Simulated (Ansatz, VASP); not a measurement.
GaAs in VASP and in Ansatz

File INCAR:

```
ALGO = Normal ; EDIFF = 1E-7
ENCUT = 520 ; GGA = PE
ISIF = 2 ; ISMEAR = 0
LASPH = True ; LCHARG = False
LREAL = False ; LWAVE = False
NELM = 100 ; PREC = Accurate
SIGMA = 0.03
```

The input KPOINTS:

```
k-points
0
Gamma
  8 8 8
```

Contents of POSCAR:

```
GaAs
1.0
    0.0000000000      2.8268500000      2.8268500000
    2.8268500000      0.0000000000      2.8268500000
    2.8268500000      2.8268500000      0.0000000000
As Ga
1 1
Direct
    0.7500000000      0.7500000000      0.7500000000
    0.0000000000      0.0000000000      0.0000000000
```

File input.yaml:

```yaml
crystal:
  lattice:
    - [0.0, 2.82685, 2.82685]
    - [2.82685, 0.0, 2.82685]
    - [2.82685, 2.82685, 0.0]
  atoms:
    - { symbol: As, position: [0.75, 0.75, 0.75] }
    - { symbol: Ga, position: [0.0, 0.0, 0.0] }
hamiltonian:
  xc: pbe
  pseudopotentials: { kind: paw }
kpoints:
  mp_grid: { grid: [8, 8, 8] }
scf:
  occupations: { method: gaussian, width: 0.03 }
output:
  forces: true
  stress: true
  eigenvalues: true
```

Alike in both runs: task single point; functional PBE; k mesh 8 × 8 × 8; occupations gaussian, width 0.03 eV; no spin polarisation.

|  | VASP | Ansatz |
| --- | --- | --- |
| version | VASP 6.6.1 | Ansatz 0.2.0 |
| potentials or method | VASP PAW PBE potentials, release 64 (As, Ga_d) | Ansatz PAW |
| plane-wave cutoff (eV) | 520 | 420 |
| valence electrons in the cell | 18 | 28 |

```csv
,VASP,Ansatz,Ansatz less VASP
gap on the k mesh at the Fermi level (eV),0.52,0.52,-0.005
least direct gap on the mesh (eV),0.52,0.52,-0.005
pressure (GPa),3.5,3.3,-0.19
```

The two sets of potentials don't hold the same shells in valence.

A k mesh can miss the band edges.
